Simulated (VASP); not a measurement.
# CdSe (Cadmoselite) (P6_3mc) in VASP: further runs

The runs below take CdSe (Cadmoselite) through single point, with PBE.

Everything below comes from runs of VASP 6.6.1. Logs are shortened: lines on timing, memory, paths and dates and some standing lists are left out, and cuts for length are marked.

## 1. The crystal as given

Symmetry: P6_3mc, No. 186, hexagonal system. The conventional cell has a = 4.300 Å, b = 4.300 Å, c = 7.020 Å, α = 90.00°, β = 90.00°, γ = 120.00°. Around Cd (site symmetry 3m) lie 4 Se at 2.61 to 2.70 Å. Around Se (site symmetry 3m) lie 4 Cd at 2.61 to 2.70 Å.

## 2. Single point, PBE, spin-orbit coupling, no magnetisation

The input, INCAR:

```
  PREC = Accurate
  ENCUT = 600
  EDIFF = 1E-7
  ISMEAR = 0
  SIGMA = 0.02
  LREAL = F
  LASPH = T
  NELM = 100
  ALGO = Normal
  ISIF = 2
  LWAVE = F
  LCHARG = F
  MAGMOM = 0 0 0 0 0 0 0 0 0 0 0 0
  LORBIT = 11
  LSORBIT = T
  GGA_COMPAT = F
  GGA = PE
  NBANDS = 52
```

The input, KPOINTS:

```
regular mesh
0
Gamma
  4 4 3
```

The input, POSCAR:

```
CdSe
1.0
    4.3000000000      0.0000000000      0.0000000000
   -2.1500000000      3.7239092363      0.0000000000
    0.0000000000      0.0000000000      7.0200000000
Cd Se
2 2
Direct
    0.6666666667      0.3333333333      0.5000000000
    0.3333333333      0.6666666667      0.0000000000
    0.6666666667      0.3333333333      0.8850000000
    0.3333333333      0.6666666667      0.3850000000
```

Potentials or basis: VASP PAW PBE potentials, release 64 (Cd, Se).

Run with:

```bash
> cat potpaw_PBE.64/Cd/POTCAR potpaw_PBE.64/Se/POTCAR > POTCAR
> mpirun -np 1 vasp_ncl > vasp.out
```

OUTCAR:

```text
PREC = Accurate
   ENCUT = 600
   EDIFF = 1E-7
   ISMEAR = 0
   LREAL = F
   LASPH = T
   NELM = 100
   ISIF = 2
   LORBIT = 11
   LSORBIT = T
   GGA = PE

 Found     12 irreducible k-points:

 Following reciprocal coordinates:
            Coordinates               Weight
  0.000000  0.000000  0.000000      1.000000
  0.250000 -0.000000  0.000000      6.000000
  0.500000 -0.000000  0.000000      3.000000
  0.250000  0.250000  0.000000      6.000000
  0.000000  0.000000  0.333333      1.000000
  0.000000  0.000000 -0.333333      1.000000
   k-points           NKPTS =     12   k-points in BZ     NKDIM =     12   number of bands    NBANDS=     52
   number of dos      NEDOS =    301   number of ions     NIONS =      4
   total plane-waves  NPLWV =  72576
   dimension x,y,z NGX =    36 NGY =   36 NGZ =   56
   dimension x,y,z NGXF=    72 NGYF=   72 NGZF=  112
   ions per type =               2   2
   NGX,Y,Z   is equivalent  to a cutoff of  13.92, 13.92, 13.26 a.u.
   NGXF,Y,Z  is equivalent  to a cutoff of  27.84, 27.84, 26.52 a.u.
 SYSTEM =  unknown system
   PREC   = accura    normal or accurate (medium, high low for compatibility)
   ISTART =      0    job   : 0-new  1-cont  2-samecut
   ICHARG =      2    charge: 1-file 2-atom 10-const
   ISPIN  =      1    spin polarized calculation?
   LNONCOLLINEAR =      T non collinear calculations
   LSORBIT =      T    spin-orbit coupling
   LASPH  =      T    aspherical Exc in radial PAW
   ENCUT  =  600.0 eV  44.10 Ry    6.64 a.u.   8.59  8.59 14.02*2*pi/ulx,y,z
   NELM   =    100;   NELMIN=  2; NELMDL= -5     # of ELM steps
   EDIFF  = 0.1E-06   stopping-criterion for ELM
   LREAL  =      F    real-space projection
   EDIFFG = 0.1E-05   stopping-criterion for IOM
   NSW    =      0    number of steps for IOM
   IBRION =     -1    ionic relax: 0-MD 1-quasi-New 2-CG
   NFREE  =      0    steps in history (QN), initial steepest desc. (CG)
   ISIF   =      2    stress and relaxation
   ISYM   =      2    0-nonsym 1-usesym 2-fastsym
   POTIM  = 0.5000    time-step for ionic-motion
   TEBEG  =    0.0;   TEEND  =   0.0 temperature during run
   PSTRESS=    0.0 pullay stress
   NELECT =      36.0000    total number of electrons
   NUPDOWN=      -1.0000    fix difference up-down
   EMIN   =  10.00;   EMAX   =-10.00  energy-range for DOS
   EFERMI =   0.00;   METHOD = LEGACY
   ISMEAR =     0;   SIGMA  =   0.02  broadening in eV -4-tet -1-fermi 0-gaus
   EFERMI_NEDOS =   21; number of points for ismear=-14 and -15
   IALGO  =     38    algorithm
   IMIX   =      4    mixing-type and parameters
     AMIX     =   0.40;   BMIX     =  1.00
     AMIX_MAG =   1.60;   BMIX_MAG =  1.00
  volume/ion in A,a.u.               =      28.10       189.64
  Fermi-wavevector in a.u.,A,eV,Ry     =   1.120059  2.116604 17.068937  1.254531
  Thomas-Fermi vector in A             =   2.256702
   LORBIT       =     11    0 simple, 1 ext, 2 COOP (PROOUT), +10 PAW based schemes
   GGA     = PE    functional components
   LHFCALC =     F    Hartree Fock is set to
   AEXX    =    0.0000 exact exchange contribution
   IVDW    =     0    specifies the selected vdW correction
   LEPSILON=     F    determine dielectric tensor
   LRPA    =     F    only Hartree local field effects (RPA)
 Gauss-broadening in eV      SIGMA  =   0.02
  energy-cutoff  :      600.00
  volume of cell :      112.41
 maximum number of plane-waves:      7582
 NGX is ok and might be reduce to    36
   NGX = 17   NGY = 17   NGZ = 29

 number of electron      35.9999991 magnetization       0.0000000      0.0000000      0.0000000

 number of electron      35.9999991 magnetization      -0.0000000      0.0000000      0.0000000

 number of electron      35.9999991 magnetization      -0.0000000     -0.0000000     -0.0000000

 number of electron      35.9999991 magnetization      -0.0000000      0.0000000     -0.0000000

 Free energy of the ion-electron system (eV)
  ---------------------------------------------------
  ext. energy  EPLUGINS =         0.00000000
  ---------------------------------------------------
  free energy    TOTEN  =       -10.94919337 eV

  energy without entropy =      -10.94919337  energy(sigma->0) =      -10.94919337

 E-fermi :   1.1778     XC(G=0):  -8.8755

 val. band max:        1.0682719904   @ k =   0.0000   0.0000   0.0000
 cond. band min:       1.6471254260   @ k =   0.0000   0.0000   0.0000
 fundamental gap:      0.5788534357
 Fermi energy:         1.1777766628

 k-point     1 :       0.0000    0.0000    0.0000
  band No.  band energies     occupation
      1     -11.6401      1.00000
      2     -11.6401      1.00000
      3     -11.2746      1.00000
      4     -11.2746      1.00000
      5      -7.3047      1.00000
      6      -7.3047      1.00000
[... 295 lines left out ...]
     47       7.3741      0.00000
     48       7.3741      0.00000

 [... further k-points ...]

 [bands above 48 left out]

------------------------ aborting loop because EDIFF is reached ----------------------------------------

  FORCE on cell =-STRESS in cart. coord.  units (eV):
  Direction    XX          YY          ZZ          XY          YZ          ZX
  --------------------------------------------------------------------------------------
  -------------------------------------------------------------------------------------
  Total        2.9299557      2.9299557      1.2718524      0.0000000      0.0000000      0.0000000
  in kB       41.7606249     41.7606249     18.1276979      0.0000000      0.0000000      0.0000000
  external PRESSURE =      33.8829826 kB  Pullay stress =       0.0000000 kB

 VOLUME and BASIS-vectors are now :
 -----------------------------------------------------------------------------
  energy-cutoff  :      600.00
  volume of cell :      112.41
      direct lattice vectors                 reciprocal lattice vectors
     4.300000000  0.000000000  0.000000000     0.232558140  0.134267504  0.000000000
    -2.150000000  3.723909236  0.000000000     0.000000000  0.268535009  0.000000000
     0.000000000  0.000000000  7.020000000     0.000000000  0.000000000  0.142450142

 POSITION                                       TOTAL-FORCE (eV/Angst)
 -----------------------------------------------------------------------------------
      2.15000      1.24130      3.51000         0.000000      0.000000      0.305284
     -0.00000      2.48261      0.00000         0.000000      0.000000      0.305284
      2.15000      1.24130      6.21270        -0.000000     -0.000000     -0.305284
     -0.00000      2.48261      2.70270        -0.000000      0.000000     -0.305284
 -----------------------------------------------------------------------------------
    total drift:                               -0.000000      0.000000      0.000217

  FREE ENERGIE OF THE ION-ELECTRON SYSTEM (eV)
  ---------------------------------------------------
  free  energy   TOTEN  =       -10.9491933677 eV

  energy  without entropy=      -10.9491933677  energy(sigma->0) =      -10.94919337

 Spin-Orbit-Coupling matrix elements

 Ion:    1  E_soc:     -0.0583163
 l=   1
     0.0000000    -0.0026820    -0.0028635
    -0.0026820     0.0000000    -0.0026820
    -0.0028635    -0.0026820     0.0000000
 l=   2
     0.0000000    -0.0013899     0.0000000    -0.0013899    -0.0056250
    -0.0013899     0.0000000    -0.0041866    -0.0013729    -0.0013899
     0.0000000    -0.0041866     0.0000000    -0.0041866     0.0000000
    -0.0013899    -0.0013729    -0.0041866     0.0000000    -0.0013899
    -0.0056250    -0.0013899     0.0000000    -0.0013899     0.0000000
 l=   3
     0.0000000     0.0000000     0.0000000     0.0000000     0.0000000     0.0000000     0.0000000
     0.0000000     0.0000000     0.0000000     0.0000000     0.0000000     0.0000000     0.0000000
     0.0000000     0.0000000     0.0000000     0.0000000     0.0000000     0.0000000     0.0000000
     0.0000000     0.0000000     0.0000000     0.0000000     0.0000000     0.0000000     0.0000000
     0.0000000     0.0000000     0.0000000     0.0000000     0.0000000     0.0000000     0.0000000
     0.0000000     0.0000000     0.0000000     0.0000000     0.0000000     0.0000000     0.0000000
     0.0000000     0.0000000     0.0000000     0.0000000     0.0000000     0.0000000     0.0000000

 Ion:    2  E_soc:     -0.0583163
 l=   1
     0.0000000    -0.0026820    -0.0028635
    -0.0026820     0.0000000    -0.0026820
    -0.0028635    -0.0026820     0.0000000
 l=   2
     0.0000000    -0.0013899     0.0000000    -0.0013899    -0.0056250
    -0.0013899     0.0000000    -0.0041866    -0.0013729    -0.0013899
     0.0000000    -0.0041866     0.0000000    -0.0041866     0.0000000
    -0.0013899    -0.0013729    -0.0041866     0.0000000    -0.0013899
    -0.0056250    -0.0013899     0.0000000    -0.0013899     0.0000000
 l=   3
     0.0000000     0.0000000     0.0000000     0.0000000     0.0000000     0.0000000     0.0000000
     0.0000000     0.0000000     0.0000000     0.0000000     0.0000000     0.0000000     0.0000000
     0.0000000     0.0000000     0.0000000     0.0000000     0.0000000     0.0000000     0.0000000
     0.0000000     0.0000000     0.0000000     0.0000000     0.0000000     0.0000000     0.0000000
     0.0000000     0.0000000     0.0000000     0.0000000     0.0000000     0.0000000     0.0000000
     0.0000000     0.0000000     0.0000000     0.0000000     0.0000000     0.0000000     0.0000000
     0.0000000     0.0000000     0.0000000     0.0000000     0.0000000     0.0000000     0.0000000
[... 21 lines left out ...]
 Ion:    4  E_soc:     -0.0392976
 l=   1
     0.0000000    -0.0065770    -0.0064727
    -0.0065770     0.0000000    -0.0065770
    -0.0064727    -0.0065770     0.0000000
 l=   2
     0.0000000    -0.0000010     0.0000000    -0.0000010    -0.0000080
    -0.0000010     0.0000000    -0.0000051    -0.0000001    -0.0000010
     0.0000000    -0.0000051     0.0000000    -0.0000051     0.0000000
    -0.0000010    -0.0000001    -0.0000051     0.0000000    -0.0000010
    -0.0000080    -0.0000010     0.0000000    -0.0000010     0.0000000
 l=   3
     0.0000000     0.0000000     0.0000000     0.0000000     0.0000000     0.0000000     0.0000000
     0.0000000     0.0000000     0.0000000     0.0000000     0.0000000     0.0000000     0.0000000
     0.0000000     0.0000000     0.0000000     0.0000000     0.0000000     0.0000000     0.0000000
     0.0000000     0.0000000     0.0000000     0.0000000     0.0000000     0.0000000     0.0000000
     0.0000000     0.0000000     0.0000000     0.0000000     0.0000000     0.0000000     0.0000000
     0.0000000     0.0000000     0.0000000     0.0000000     0.0000000     0.0000000     0.0000000
     0.0000000     0.0000000     0.0000000     0.0000000     0.0000000     0.0000000     0.0000000

 total charge

# of ion       s       p       d       tot
------------------------------------------
    1        0.442   0.317   9.558  10.316
    2        0.442   0.317   9.558  10.316
    3        1.441   2.406   0.022   3.869
    4        1.441   2.406   0.022   3.869
--------------------------------------------------
tot          3.765   5.446  19.160  28.371

 magnetization (x)

# of ion       s       p       d       tot
------------------------------------------
    1       -0.000   0.000  -0.000  -0.000
    2       -0.000   0.000   0.000  -0.000
    3        0.000   0.000   0.000   0.000
    4        0.000   0.000   0.000   0.000
--------------------------------------------------
tot         -0.000   0.000  -0.000  -0.000

 magnetization (y)

# of ion       s       p       d       tot
------------------------------------------
    1        0.000   0.000  -0.000  -0.000
    2        0.000  -0.000   0.000   0.000
    3       -0.000   0.000   0.000  -0.000
    4        0.000   0.000   0.000   0.000
--------------------------------------------------
tot          0.000  -0.000  -0.000  -0.000

 magnetization (z)

# of ion       s       p       d       tot
------------------------------------------
    1       -0.000   0.000   0.000   0.000
    2        0.000   0.000  -0.000   0.000
    3        0.000  -0.000   0.000  -0.000
    4        0.000   0.000   0.000   0.000
--------------------------------------------------
tot          0.000   0.000   0.000   0.000
```

Wall time 2.7 min (1 thread of Intel Xeon 6975P-C (Granite Rapids), shared host); peak memory 0.58 GiB.

The run converged, but some of its settings lie outside the range that counts as converged, so its numbers aren't taken as properties of the crystal.

Results:

```yaml
Free_energy: -10.9492 eV
Pressure: 3.4 GPa
Largest_force: 0.305 eV/Å
Valence_electrons_inside_the_program's_atomic_spheres: Cd 10.32; Se 3.87
```

Caveat: the k mesh is coarse (spacing up to 0.42 Å⁻¹), so the values aren't converged.

(Part 1 of 3 ends here.)
